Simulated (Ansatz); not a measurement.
# MoS2: the cost of one run

Computed with Ansatz 0.2.0 (DFT PBE+D3(BJ), scalar-relativistic, plane waves, PAW, unless a step's input says otherwise).

### Step 1. Starting point

The structure is hexagonal, space group P-6m2 (No. 187). Conventional cell: a = 3.161 Å, b = 3.161 Å, c = 23.012 Å, α = 90.00°, β = 90.00°, γ = 120.00°. Around S (site symmetry 3m) lie 3 Mo at 2.37 Å. Around Mo (site symmetry -6m2) lie 6 S at 2.37 Å.

As a file:

```cif
data_structure
_symmetry_space_group_name_H-M 'P-6m2'
_symmetry_Int_Tables_number 187
_cell_length_a 3.1610
_cell_length_b 3.1610
_cell_length_c 23.0123
_cell_angle_alpha 90.000
_cell_angle_beta 90.000
_cell_angle_gamma 120.000
_cell_volume 199.13
loop_
_atom_site_label
_atom_site_type_symbol
_atom_site_symmetry_multiplicity
_atom_site_Wyckoff_symbol
_atom_site_fract_x
_atom_site_fract_y
_atom_site_fract_z
_atom_site_occupancy
S1 S 2 h 0.33333 0.66667 0.43455 1
Mo1 Mo 1 f 0.66667 0.33333 0.50000 1
```

Free-standing sheet.

### Step 2. Relaxing the sheet and its cell in the plane

File input.yaml:

```yaml
crystal:
  lattice:
    - [3.1610016, 0.0, 0.0]
    - [-1.5805008, 2.73750769, 0.0]
    - [0.0, 0.0, 23.012275198]
  atoms:
    - { symbol: S, position: [0.33333333, 0.66666667, 0.4345506871] }
    - { symbol: Mo, position: [0.66666667, 0.33333333, 0.5], spin: 1.0 }
    - { symbol: S, position: [0.33333333, 0.66666667, 0.5654493129] }
basis:
  ecutwfc: 420.0
  fft_grid_basis: typed
kpoints:
  mp_grid: { grid: [12, 12, 1] }
hamiltonian:
  xc: pbe
  dispersion: d3bj
  pseudopotentials: { kind: paw }
scf:
  occupations: { method: gaussian, width: 0.05 }
output:
  forces: true
  eigenvalues: true
  populations: true
  stress: true
efield:
  axis: 3
  dipole_correction: true
  ramp_width: 0.04
magnetization:
  spin_polarized: true
relax:
  adjacent_minimum: "off"
  f_tol: 0.02
  max_steps: 60
  cell: { fix: [c, alpha, beta], stress_tol: 0.05 }
```

Launch:

```console
ansatz run input.yaml --threads 4 --pin off --max-ram 8847MiB --backend cpu --events-out ev --progress --plain --runs-dir out
```

Q: Estimate wall time and peak memory on 4 threads of Arm Neoverse V1, shared host.

About 24 s, with a peak of 0.55 GiB.
